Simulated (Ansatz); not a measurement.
Write the native input for Ansatz 0.2.0 that does the following.

```
Task                : single point
Functional          : PBEsol
Potentials or basis : all-electron LAPW, scalar-relativistic
Cutoff              : 189 eV (chosen from the basis error)
Basis error allowed : 0.001 eV/atom
k mesh              : 12 × 12 × 11
Occupations         : fermi-dirac, width 0.05 eV
Spin                : no spin polarisation
```

Si:

```xyz
1
Lattice="2.6205 0.0000 0.0000 -1.3103 2.2695 0.0000 0.0000 0.0000 2.4664" Properties=species:S:1:pos:R:3 pbc="T T T"
Si    0.0000    0.0000    0.0000
```

This isn't the form of Si at room conditions, which is diamond.

The input as run:

input.yaml

```yaml
crystal:
  lattice:
    - [2.6205428149, 0.0, 0.0]
    - [-1.3102714075, 2.2694566494, 0.0]
    - [0.0, 0.0, 2.46635439]
  atoms:
    - { symbol: Si, position: [0.0, 0.0, 0.0] }
kpoints:
  mp_grid: { grid: [12, 12, 11] }
scf:
  occupations: { method: fermi_dirac, width: 0.05 }
hamiltonian:
  xc: pbesol
  pseudopotentials: { kind: all_electron, lapw: { basis_error: 0.001 } }
output:
  forces: true
  stress: true
  eigenvalues: true
  populations: true
```

Potentials or basis: all-electron LAPW, scalar-relativistic.

Command:

```bash
$ ansatz run input.yaml --threads 1 --pin off --max-ram 3072MiB --backend cpu --events-out ev --progress --plain --runs-dir out
```

Results of the run:

```
Pressure               : 0.6 GPa
Band gap on the k mesh : none (metal or under the smearing width)
```

Wall time 2.7 s on 1 thread of Arm Neoverse V2 (shared host), peak memory 0.2 GiB.
